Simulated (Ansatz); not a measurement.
**AlGa3N4: how the free axis answers a strain**

AlGa3N4, P-43m, a = 4.468 Å. The structure is a Materials Project entry; whether it is the stable form wasn't checked. Ansatz: PBEsol, PAW, 420 eV, Γ-centred 6×6×6 mesh on 8 atoms, Gaussian smearing 0.02 eV; no spin polarisation. Series: uniaxial strain along a, with b, c and atoms relaxed; x is the strain in per cent. y is the change of c in per cent of 4.468 Å.

```tsv
x (%)	y (%)
-3.0	1.10
-1.5	0.54
0.0	0.00
1.5	?
3.0	-1.02
```

**Question.** Fit y = c1 x + c2 x² to the other rows, say what c1 measures, and predict the missing y.

**Answer.** Least squares on the rows shown. y = −0.3533 x + 0.004444 x². So −c1 = 0.353 is Poisson's ratio for this pair of axes. At x = 1.5 the fit asked for gives -0.52 %. The run gave -0.52 %, the same to the digits shown.

Cost: 5 runs of about 4.8 core-minutes in all, on Arm Neoverse V2 (shared hosts).